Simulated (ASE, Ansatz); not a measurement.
## 1/2<110> screw dislocation dipole in ZrC (120 atoms): support functions against a reference

Aim: test how closely localised support functions follow the reference on 1/2<110> screw dislocation dipole in ZrC (120 atoms), and at what cost. A setting counts as converged where the r.m.s. difference of forces stays under 1 % of the r.m.s. force.

Program: Ansatz 0.2.0. Level of theory: Kohn-Sham DFT, PBE, PAW (set soft_2), plane waves. Results are calculated unless marked as measured.

Report form: the programs' logs are mostly left out.

## Step 1: The structure

The cell holds 120 atoms: 60 Zr and 60 C. Cell: a = 28.188 Å, b = 16.693 Å, c = 3.322 Å, α = 95.7°, β = 90.0°, γ = 90.0°. It derives from ZrC (rock-salt). Rock-salt ZrC (a = 4.698 Å), x, y, z along [001], [110], [1-10], 6 x 5 x 1 period; two opposite 1/2<110> screw dislocations along z, half a cell apart on one glide plane, laid by the isotropic elastic field summed over images, cell tilted by half the Burgers vector; not relaxed, displaced by a Gaussian of 0.02 Å.

Before any run, some limits are plain. The cell is under 6 Å thick along one periodic direction, so every atom has periodic images of itself close by, which move with it and show among its neighbours and in g(r). The host structure and its lattice constant were typed by rule, without a check against the phase diagram.

## Step 2: Plane-wave single point

The first run fixes the reference, at a cutoff of 420 eV.

Contents of input.yaml:

```yaml
crystal:
  lattice:
    - [28.188, 0.0, 0.0]
    - [0.0, 16.60994, -1.661]
    - [0.0, 0.0, 3.32199]
  atoms:
    - { symbol: Zr, position: [0.91782, 0.09926, 0.66446] }
    - { symbol: C, position: [0.91591, 0.20104, 0.16062] }
    - { symbol: Zr, position: [0.9179, 0.29908, 0.6719] }
    - { symbol: C, position: [0.91649, 0.40176, 0.14578] }
    - { symbol: Zr, position: [0.91644, 0.49954, 0.64648] }
    - { symbol: C, position: [0.91589, 0.59979, 0.12137] }
    - { symbol: Zr, position: [0.9167, 0.7007, 0.61697] }
    - { symbol: C, position: [0.91748, 0.80109, 0.13277] }
    - { symbol: Zr, position: [0.91731, 0.89918, 0.64027] }
    - { symbol: C, position: [0.916, 0.99968, 0.15882] }
    - { symbol: Zr, position: [0.83284, 0.99952, 0.15626] }
    - { symbol: C, position: [0.83273, 0.09919, 0.68185] }
    - { symbol: Zr, position: [0.83254, 0.20028, 0.20656] }
    - { symbol: C, position: [0.83386, 0.29977, 0.68955] }
    - { symbol: Zr, position: [0.8328, 0.40204, 0.17058] }
    - { symbol: C, position: [0.83288, 0.50023, 0.64069] }
    - { symbol: Zr, position: [0.83342, 0.60074, 0.10437] }
    - { symbol: C, position: [0.83308, 0.69862, 0.598] }
    - { symbol: Zr, position: [0.83319, 0.80071, 0.12029] }
    - { symbol: C, position: [0.83399, 0.90034, 0.64208] }
    - { symbol: Zr, position: [0.74946, 0.10151, 0.7144] }
    - { symbol: C, position: [0.74979, 0.20059, 0.24763] }
    - { symbol: Zr, position: [0.7508, 0.30183, 0.78764] }
    - { symbol: C, position: [0.74901, 0.39826, 0.24048] }
    - { symbol: Zr, position: [0.75011, 0.50105, 0.55519] }
    - { symbol: C, position: [0.74857, 0.59963, 0.02846] }
    - { symbol: Zr, position: [0.75016, 0.70092, 0.54856] }
    - { symbol: C, position: [0.74986, 0.80022, 0.08926] }
    - { symbol: Zr, position: [0.75014, 0.90014, 0.62363] }
    - { symbol: C, position: [0.75027, 0.00015, 0.17651] }
    - { symbol: Zr, position: [0.66752, 0.00022, 0.17808] }
    - { symbol: C, position: [0.66621, 0.10051, 0.74536] }
    - { symbol: Zr, position: [0.66642, 0.20005, 0.31086] }
    - { symbol: C, position: [0.66716, 0.29946, 0.90727] }
    - { symbol: Zr, position: [0.66695, 0.40071, 0.53237] }
    - { symbol: C, position: [0.66679, 0.50089, 0.25342] }
    - { symbol: Zr, position: [0.66648, 0.60004, 0.88886] }
    - { symbol: C, position: [0.66689, 0.70102, 0.47803] }
    - { symbol: Zr, position: [0.66692, 0.79842, 0.05159] }
    - { symbol: C, position: [0.66552, 0.90135, 0.62017] }
    - { symbol: Zr, position: [0.58332, 0.09907, 0.77694] }
    - { symbol: C, position: [0.58473, 0.19776, 0.36492] }
    - { symbol: Zr, position: [0.58449, 0.30041, 0.95426] }
    - { symbol: C, position: [0.58395, 0.39978, 0.57894] }
    - { symbol: Zr, position: [0.58246, 0.50066, 0.21971] }
    - { symbol: C, position: [0.58289, 0.60063, 0.82943] }
    - { symbol: Zr, position: [0.5839, 0.70006, 0.43758] }
    - { symbol: C, position: [0.58326, 0.80105, 0.03257] }
    - { symbol: Zr, position: [0.58371, 0.90017, 0.60949] }
    - { symbol: C, position: [0.58377, 0.00028, 0.19257] }
    - { symbol: Zr, position: [0.49978, 0.99707, 0.19687] }
    - { symbol: C, position: [0.50155, 0.10053, 0.78043] }
    - { symbol: Zr, position: [0.4999, 0.19986, 0.37549] }
    - { symbol: C, position: [0.4992, 0.29938, 0.9726] }
    - { symbol: Zr, position: [0.50018, 0.39964, 0.59365] }
    - { symbol: C, position: [0.49988, 0.50119, 0.20832] }
    - { symbol: Zr, position: [0.50155, 0.59772, 0.81334] }
    - { symbol: C, position: [0.50064, 0.70304, 0.42185] }
    - { symbol: Zr, position: [0.50003, 0.79973, 0.02439] }
    - { symbol: C, position: [0.4998, 0.90082, 0.60368] }
    - { symbol: Zr, position: [0.41576, 0.10038, 0.78255] }
    - { symbol: C, position: [0.41758, 0.19987, 0.36956] }
    - { symbol: Zr, position: [0.41707, 0.30029, 0.97868] }
    - { symbol: C, position: [0.41661, 0.4014, 0.59288] }
    - { symbol: Zr, position: [0.41802, 0.50134, 0.21198] }
    - { symbol: C, position: [0.41551, 0.60073, 0.82335] }
    - { symbol: Zr, position: [0.41724, 0.70126, 0.42216] }
    - { symbol: C, position: [0.41725, 0.79932, 0.02939] }
    - { symbol: Zr, position: [0.41572, 0.89788, 0.5947] }
    - { symbol: C, position: [0.41603, 0.99865, 0.20269] }
    - { symbol: Zr, position: [0.3331, 0.99838, 0.19267] }
    - { symbol: C, position: [0.33292, 0.09851, 0.76956] }
    - { symbol: Zr, position: [0.33378, 0.19948, 0.35911] }
    - { symbol: C, position: [0.33342, 0.30195, 0.95629] }
    - { symbol: Zr, position: [0.33444, 0.40013, 0.57074] }
    - { symbol: C, position: [0.33507, 0.49934, 0.21778] }
    - { symbol: Zr, position: [0.33284, 0.59976, 0.84635] }
    - { symbol: C, position: [0.33348, 0.7008, 0.45758] }
    [... 36 atom lines left out ...]
    - { symbol: Zr, position: [0.99969, 0.40039, 0.15596] }
    - { symbol: C, position: [1.0e-05, 0.4998, 0.63967] }
    - { symbol: Zr, position: [0.00033, 0.59858, 0.13424] }
    - { symbol: C, position: [0.00065, 0.69977, 0.63013] }
    - { symbol: Zr, position: [0.9995, 0.79935, 0.1313] }
    - { symbol: C, position: [0.99987, 0.89946, 0.63765] }
kpoints:
  mp_grid: { grid: [1, 1, 5] }
hamiltonian:
  xc: pbe
scf:
  occupations: { method: fermi_dirac, width: 0.05 }
output:
  forces: true
  stress: true
  populations: true
  dos:
    method: { smearing: { sigma: 0.15 } }
    de: 0.1
    projected: { site_lists: { C: [C], Zr: [Zr] } }
  eigenvalues: true
  write_density: true
  write_potential: true
  volumetric_format: npy
  elf: true
```

Started as:

```bash
$ ansatz run input.yaml --threads 32 --pin off --max-ram 143360MiB --backend cuda --events-out ev --progress --plain --runs-dir out
```

It took 3.5 s on 1 × NVIDIA GB200 with 32 threads of Arm Neoverse V2, shared host; peak memory 2.6 GiB; 13 s of CPU time.

That memory is the host's; the program planned up to 23.9 GiB on the GPU. Forces of this run were stored rounded, and per-atom blocks of the log weren't kept.

Read from the output:

* free energy: -266169.6060 eV
* free energy per atom: -2218.0801 eV/atom
* SCF cycles: 11
* pressure: 6.318 GPa
* r.m.s. force component: 0.7114 eV/Å
* longest force: 5.289 eV/Å
* Fermi energy: 14.89 eV
* levels partly filled by over 2 per cent: 13
* spilling of the projection: 0.0027

The r.m.s. force component of 0.71 eV/Å and the pressure of 6.3 GPa set the scale for the differences below.

## Step 3: Support functions low

With localised support functions most steps grow linearly with size, though the diagonalisation grows faster unless the density matrix is cut; this run measures error and cost at this size. The level low gives here a grid of 144×90×18 points and a radius of 3.64 Å.

This step: Kohn-Sham DFT, PBE, PAW (set soft_2), localised support functions (low) (Ansatz 0.2.0).

input.yaml, the sections that differ from step 2:

```yaml
scf:
  occupations: { method: fermi_dirac, width: 0.05 }
  eigensolver: { kind: { support_functions: { accuracy: low } } }
  max_iter: 150
output:
  forces: true
  eigenvalues: true
# crystal, kpoints, hamiltonian: as in step 2
```

Run time: 5.6 s. Hardware: 1 × NVIDIA GB200 with 32 threads; peak memory 1.5 GiB.

That memory is the host's; the program planned up to 5.9 GiB on the GPU.

The program notes that the band table was not solved further than the SCF left it and it switched symmetry off.

Keys that differ from the reference: support_functions.accuracy = "low" and scf.max_iter = 150.

Forces differ from the reference by 0.61 meV/Å r.m.s., 0.085 % of their size, well within a tolerance of 1 %; the energy by -1.7 meV/atom.

## Step 4: Support functions medium

The level medium is asked for. Here it resolves to the same grid and radius as in the run with support functions low, so the basis is not new.

This step: Kohn-Sham DFT, PBE, PAW (set soft_2), localised support functions (medium) (Ansatz 0.2.0).

input.yaml, the sections that differ from step 3:

```yaml
scf:
  occupations: { method: fermi_dirac, width: 0.05 }
  eigensolver: { kind: { support_functions: { accuracy: medium } } }
  max_iter: 150
# crystal, kpoints, hamiltonian, output: as in step 3
```

It took 5.8 s on 1 × NVIDIA GB200 with 32 threads; peak memory 1.5 GiB; 18 s of CPU time.

That memory is the host's; the program planned up to 5.9 GiB on the GPU.

Keys that differ from the reference: support_functions.accuracy = "medium" and scf.max_iter = 150.

Forces differ from the reference by 0.54 meV/Å r.m.s., 0.076 % of their size, well within a tolerance of 1 %; the energy by -1.7 meV/atom.

## Step 5: Support functions high

With localised support functions most steps grow linearly with size, though the diagonalisation grows faster unless the density matrix is cut; this run measures error and cost at this size. The level high gives here a grid of 162×96×24 points and a radius of 4.36 Å.

This step: Kohn-Sham DFT, PBE, PAW (set soft_2), localised support functions (high) (Ansatz 0.2.0).

input.yaml, the sections that differ from step 4:

```yaml
scf:
  occupations: { method: fermi_dirac, width: 0.05 }
  eigensolver: { kind: { support_functions: { accuracy: high } } }
  max_iter: 150
# crystal, kpoints, hamiltonian, output: as in step 4
```

It took 11 s on 1 × NVIDIA GB200 with 32 threads; peak memory 1.6 GiB; 23 s of CPU time.

That memory is the host's; the program planned up to 8.8 GiB on the GPU.

Keys that differ from the reference: support_functions.accuracy = "high" and scf.max_iter = 150.

Forces differ from the reference by 0.39 meV/Å r.m.s., 0.055 % of their size, well within a tolerance of 1 %; the energy by -1.7 meV/atom.

## Step 6: Support functions medium, radius 2.91 Å

The radius confines each support function; a larger one gives more freedom and more work per atom.

This step: Kohn-Sham DFT, PBE, PAW (set soft_2), localised support functions (medium) (Ansatz 0.2.0).

input.yaml, the sections that differ from step 5:

```yaml
scf:
  occupations: { method: fermi_dirac, width: 0.05 }
  eigensolver: { kind: { support_functions: { accuracy: medium, radius: 2.91 } } }
  max_iter: 150
# crystal, kpoints, hamiltonian, output: as in step 5
```

It took 1.1 s on 1 × NVIDIA GB200 with 32 threads; peak memory 0.91 GiB.

That memory is the host's; the program planned up to 0.5 GiB on the GPU.

The program refuses radii under 3.46 Å for these atoms at this level.

## Step 7: Support functions medium, radius 3.2 Å

input.yaml, the sections that differ from step 6:

```yaml
scf:
  occupations: { method: fermi_dirac, width: 0.05 }
  eigensolver: { kind: { support_functions: { accuracy: medium, radius: 3.2 } } }
  max_iter: 150
# crystal, kpoints, hamiltonian, output: as in step 6
```

The job ended after 1.2 s (1 × NVIDIA GB200 with 32 threads; peak memory 0.9 GiB).

That memory is the host's; the program planned up to 0.5 GiB on the GPU.

The program refuses radii under 3.46 Å for these atoms at this level.

## Step 8: Support functions medium, radius 3.42 Å

input.yaml, the sections that differ from step 7:

```yaml
scf:
  occupations: { method: fermi_dirac, width: 0.05 }
  eigensolver: { kind: { support_functions: { accuracy: medium, radius: 3.42 } } }
  max_iter: 150
# crystal, kpoints, hamiltonian, output: as in step 7
```

It took 1.1 s on 1 × NVIDIA GB200 with 32 threads; peak memory 0.84 GiB.

That memory is the host's; the program planned up to 0.5 GiB on the GPU.

The program refuses radii under 3.46 Å for these atoms at this level.

## Step 9: Support functions medium, radius 4.01 Å

input.yaml, the sections that differ from step 8:

```yaml
scf:
  occupations: { method: fermi_dirac, width: 0.05 }
  eigensolver: { kind: { support_functions: { accuracy: medium, radius: 4.01 } } }
  max_iter: 150
# crystal, kpoints, hamiltonian, output: as in step 8
```

The job ended after 6.1 s (1 × NVIDIA GB200 with 32 threads; peak memory 1.6 GiB; 18 s of CPU time).

That memory is the host's; the program planned up to 6.6 GiB on the GPU.

Keys that differ from the reference: support_functions.accuracy = "medium", support_functions.radius = 4.01 and scf.max_iter = 150.

Forces differ from the reference by 0.46 meV/Å r.m.s., 0.064 % of their size, well within a tolerance of 1 %; the energy by -1.7 meV/atom.

## Step 10: Support functions medium, radius 4.37 Å

input.yaml, the sections that differ from step 9:

```yaml
scf:
  occupations: { method: fermi_dirac, width: 0.05 }
  eigensolver: { kind: { support_functions: { accuracy: medium, radius: 4.37 } } }
  max_iter: 150
# crystal, kpoints, hamiltonian, output: as in step 9
```

Run time: 7.4 s. Hardware: 1 × NVIDIA GB200 with 32 threads; peak memory 1.6 GiB.

That memory is the host's; the program planned up to 8.2 GiB on the GPU.

Keys that differ from the reference: support_functions.accuracy = "medium", support_functions.radius = 4.37 and scf.max_iter = 150.

Forces differ from the reference by 0.46 meV/Å r.m.s., 0.064 % of their size, well within a tolerance of 1 %; the energy by -1.7 meV/atom.

## Step 11: Support functions medium, radius 4.92 Å

input.yaml, the sections that differ from step 10:

```yaml
scf:
  occupations: { method: fermi_dirac, width: 0.05 }
  eigensolver: { kind: { support_functions: { accuracy: medium, radius: 4.92 } } }
  max_iter: 150
# crystal, kpoints, hamiltonian, output: as in step 10
```

Wall time 8.1 s (1 × NVIDIA GB200 with 32 threads); peak memory 1.6 GiB.

That memory is the host's; the program planned up to 10.6 GiB on the GPU.

Keys that differ from the reference: support_functions.accuracy = "medium", support_functions.radius = 4.92 and scf.max_iter = 150.

Forces differ from the reference by 0.44 meV/Å r.m.s., 0.062 % of their size, well within a tolerance of 1 %; the energy by -1.7 meV/atom.

## Step 12: Another setting: hamiltonian.xc = "revpbe"

This functional strengthens the gradient correction of exchange, which tends to weaken binding against PBE. Changed here: hamiltonian.xc = "revpbe".

This step: Kohn-Sham DFT, revPBE, PAW (set soft_2), plane waves (Ansatz 0.2.0).

input.yaml, the sections that differ from step 11:

```yaml
hamiltonian:
  xc: revpbe
scf:
  occupations: { method: fermi_dirac, width: 0.05 }
output:
  forces: true
  stress: true
  populations: true
  dos:
    method: { smearing: { sigma: 0.15 } }
    de: 0.1
    projected: { site_lists: { C: [C], Zr: [Zr] } }
  eigenvalues: true
# crystal, kpoints: as in step 11
```

The job ended after 3.3 s (1 × NVIDIA GB200 with 32 threads; peak memory 2.7 GiB; 12 s of CPU time).

That memory is the host's; the program planned up to 23.9 GiB on the GPU.

Forces differ from the reference by 4.0 meV/Å r.m.s., 0.56 % of their size; the pressure by +2.4 GPa.

Runs without a result: support functions medium, radius 2.91 Å (error); support functions medium, radius 3.2 Å (error); support functions medium, radius 3.42 Å (error).

## Step 13: What each setting buys

Differences are against the plane-wave reference (Kohn-Sham DFT, PBE, PAW (set soft_2), plane waves), whose r.m.s. force component is 0.711 eV/Å. Energies are set beside the reference only for runs with its functional, potentials and electron count. Times are for 1 × NVIDIA GB200 with 32 threads of Arm Neoverse V2, shared host. The reference's time includes the DOS, ELF, the stress and grids, which some other runs skip.

| run | Δ force, r.m.s. (meV/Å) | share of r.m.s. force (%) | Δ energy (meV/atom) | Δ pressure (GPa) | cycles | time | host memory (GiB) | planned on the GPU (GiB) |
| --- | --- | --- | --- | --- | --- | --- | --- | --- |
| reference | - | - | - | - | 11 | 3.5 s | 2.6 | 24 |
| support functions low | 0.607 | 0.0853 | -1.67 | - | 9 | 5.6 s | 1.5 | 5.9 |
| support functions medium | 0.541 | 0.076 | -1.67 | - | 10 | 5.8 s | 1.5 | 5.9 |
| support functions high | 0.394 | 0.0554 | -1.74 | - | 19 | 11 s | 1.6 | 8.8 |
| support functions medium, radius 4.01 Å | 0.456 | 0.064 | -1.67 | - | 10 | 6.1 s | 1.6 | 6.6 |
| support functions medium, radius 4.37 Å | 0.457 | 0.0643 | -1.68 | - | 10 | 7.4 s | 1.6 | 8.2 |
| support functions medium, radius 4.92 Å | 0.44 | 0.0618 | -1.68 | - | 10 | 8.1 s | 1.6 | 11 |
| hamiltonian.xc = "revpbe" | 3.96 | 0.556 | - | 2.43 | 11 | 3.3 s | 2.7 | 24 |

[end of part 1 of 2]

[Logs are printed without paths, hosts, clocks, repeated set-up lines and the standing remarks that a program may print on its own settings, such as how far it seeks lower states.]

[Hosts, paths, dates, database ids (printed as entryN), source tags and the programs' standing remarks are cut or masked in the printed files.]
